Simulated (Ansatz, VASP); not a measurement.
## Rh: VASP beside Ansatz

File INCAR:

```
SYSTEM = Rh
ALGO = Normal
EDIFF = 1E-6
ENCUT = 520
GGA = PE
ISIF = 2
ISMEAR = -1
LASPH = .TRUE.
LCHARG = .TRUE.
LELF = .TRUE.
LREAL = .FALSE.
LVHAR = .TRUE.
LWAVE = .FALSE.
NBANDS = 14
NELM = 100
PREC = Accurate
SIGMA = 0.1
```

KPOINTS

```
k-points
0
G
  15 15 15
  0 0 0
```

File POSCAR:

```
Rh
1.0
    2.3553083665      0.0000000000      0.0000000000
    0.0000000000      2.3553083665      0.0000000000
    0.0000000000      0.0000000000      2.3553083665
Rh
1
Direct
    0.0000000000      0.0000000000      0.0000000000
```

Input for Ansatz:

```yaml
crystal:
  lattice:
    - [2.3553083665, 0.0, 0.0]
    - [0.0, 2.3553083665, 0.0]
    - [0.0, 0.0, 2.3553083665]
  atoms:
    - { symbol: Rh, position: [0.0, 0.0, 0.0] }
kpoints:
  mp_grid: { grid: [15, 15, 15] }
scf:
  occupations: { method: fermi_dirac, width: 0.1 }
hamiltonian:
  xc: pbe
  pseudopotentials: { kind: all_electron, lapw: { basis_error: 0.001 } }
output:
  forces: true
  stress: true
  eigenvalues: true
  populations: true
```

Change from the starting cell: volume scaled by 0.8, LAPW.

Alike in both runs: task single point; functional PBE; k mesh 15 × 15 × 15; occupations fermi-dirac, width 0.1 eV; no spin polarisation.

|  | VASP | Ansatz |
| --- | --- | --- |
| version | VASP 6.6.1 | Ansatz 0.2.0 |
| potentials or method | VASP PAW PBE potentials, release 64 (Rh_pv) | all-electron LAPW, scalar-relativistic |
| plane-wave cutoff (eV) | 520 | see its input |

Ansatz gave:

```
pressure (GPa) : 70.9
```

Question: Which values does VASP return?

Answer: Pressure (GPa): 71.4.

Ansatz ran all-electron here, so the differences hold the error of VASP's frozen core and of both bases.

Caveats: the cell as given lies far from equilibrium; so large a pressure means that the cell lies far from this level's equilibrium, or that cutoff or potentials fall short (VASP).
